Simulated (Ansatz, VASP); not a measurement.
## Au: VASP beside Ansatz

The input POSCAR:

```
Au
1.0
   -1.6198059006      1.6198059006      1.6198059006
    1.6198059006     -1.6198059006      1.6198059006
    1.6198059006      1.6198059006     -1.6198059006
Au
1
Direct
    0.0000000000      0.0000000000      0.0000000000
```

File INCAR.step1:

```
SYSTEM = Au
ALGO = Normal ; EDIFF = 1E-4
ENCUT = 600 ; GGA = PE
ISMEAR = 0 ; LASPH = .True.
LCHARG = .False. ; LREAL = .False.
LWAVE = .True. ; NELM = 100
PREC = Accurate ; SIGMA = 0.1
```

File INCAR.step2:

```
SYSTEM = Au
ALGO = Normal ; EDIFF = 1E-6
EDIFFG = -0.002 ; ENCUT = 600
IBRION = 2 ; ISIF = 3
ISMEAR = 0 ; ISTART = 1
LASPH = .True. ; LCHARG = .False.
LMIXTAU = .True. ; LREAL = .False.
LWAVE = .False. ; METAGGA = R2SCAN
NELM = 100 ; NSW = 100
PREC = Accurate ; SIGMA = 0.1
```

File KPOINTS:

```
k-points
0
Gamma
  18 18 18
  0 0 0
```

Input for Ansatz:

```yaml
crystal:
  lattice:
    - [-1.6198059006, 1.6198059006, 1.6198059006]
    - [1.6198059006, -1.6198059006, 1.6198059006]
    - [1.6198059006, 1.6198059006, -1.6198059006]
  atoms:
    - { symbol: Au, position: [0.0, 0.0, 0.0] }
basis:
  ecutwfc: 500
kpoints:
  mp_grid: { grid: [18, 18, 18] }
hamiltonian:
  xc: r2scan
scf:
  occupations: { method: gaussian, width: 0.1 }
output:
  forces: true
  stress: true
  eigenvalues: true
  write_density: true
  write_potential: true
  elf: true
  volumetric_format: npy
relax:
  adjacent_minimum: "off"
  f_tol: 0.002
  max_steps: 80
  cell: { stress_tol: 0.02 }
```

This isn't the form of Au at room conditions, which is fcc.

Alike in both runs: task relaxation of cell and atoms; functional r2SCAN; k mesh 18 × 18 × 18; occupations gaussian, width 0.1 eV; no spin polarisation.

|  | VASP | Ansatz |
| --- | --- | --- |
| version | VASP 6.6.1 | Ansatz 0.2.0 |
| potentials or method | VASP PAW PBE potentials, release 64 (Au) | scalar-relativistic, plane waves, PAW |
| plane-wave cutoff (eV) | 600 | 500 |
| valence electrons in the cell | 11 | 19 |

VASP gave:

* gap on the k mesh at the Fermi level, each at its own relaxed structure (eV): none
* relaxed volume (Å³/atom): 17.61
* relaxed cell length with the largest relative difference (Å): 2.839
* energy change over the relaxation (meV/atom): -11

Q: What did Ansatz give for the same quantities?

A: gap on the k mesh at the Fermi level, each at its own relaxed structure (eV): none; relaxed volume (Å³/atom): 17.57; relaxed cell length with the largest relative difference (Å): 2.836; energy change over the relaxation (meV/atom): -9.

A gap of «none» marks a metal or a gap that the smearing closes. The two sets of potentials don't hold the same shells in valence.

Caveats: the PAW data sets were made with another functional, which shifts forces and pressure a little (VASP). Spin-orbit coupling is left out, which matters for the levels of Au.
